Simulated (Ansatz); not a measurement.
**Mercury, alpha-Hg (rhombohedral): convergence with cold smearing**

Computed with Ansatz, PBE, scalar-relativistic PAW, on the relaxed cell (a = 4.157 Å, c = 5.924 Å (c/a = 1.425); spin not included). Errors count from a run at 420 eV on a Γ-centred 17×17×17 mesh with Fermi-Dirac smearing of 0.1 eV, extrapolated to zero width. Fixed here: cutoff 420 eV, mesh 10×10×10. The SCF starts from atomic densities corrected by a trained network.

```
width (eV)  E(σ→0) error (meV/atom)  F error (meV/atom)  P (GPa)  SCF iterations
      0.01                     -7.9                -7.9    -0.05               5
      0.03                     -7.9                -7.9    -0.03               4
       0.1                     -7.9                -7.8    -0.02               4
       0.2                     -7.6                -7.1    -0.04               4
       0.3                     -6.8                -6.4    -0.05               4
       0.6                     -6.4                -6.1    -0.05               5
       1.0                     -6.1                -5.3    -0.06               5
```
